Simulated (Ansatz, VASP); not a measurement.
# One calculation of GaP, two programs

```
CELL_PARAMETERS angstrom
0.00000 2.72525 2.72525
2.72525 0.00000 2.72525
2.72525 2.72525 0.00000
ATOMIC_POSITIONS crystal
Ga 0.00000 0.00000 0.00000
P 0.25000 0.25000 0.25000
```

Alike in both runs: functional PBE; k mesh 14 × 14 × 14; occupations fermi-dirac, width 0.02 eV; no spin polarisation.

Ansatz relaxed the structure, and its values are those at the end. VASP's run is a single point on that final structure, the one shown.

|  | VASP | Ansatz |
| --- | --- | --- |
| version | VASP 6.6.1 | Ansatz 0.2.0 |
| potentials or method | VASP PAW PBE potentials, release 64 (Ga_d, P) | plane-wave PAW, scalar-relativistic |
| plane-wave cutoff (eV) | 520 | 420 |
| valence electrons in the cell | 18 | 18 |

```csv
,VASP,Ansatz,Ansatz less VASP
gap on the k mesh at the Fermi level (eV),1.59,1.59,0.000
pressure (GPa),2.4,2.5,+0.08
```

Ansatz warned: «stress_scf_threshold_loose».

A k mesh can miss the band edges.
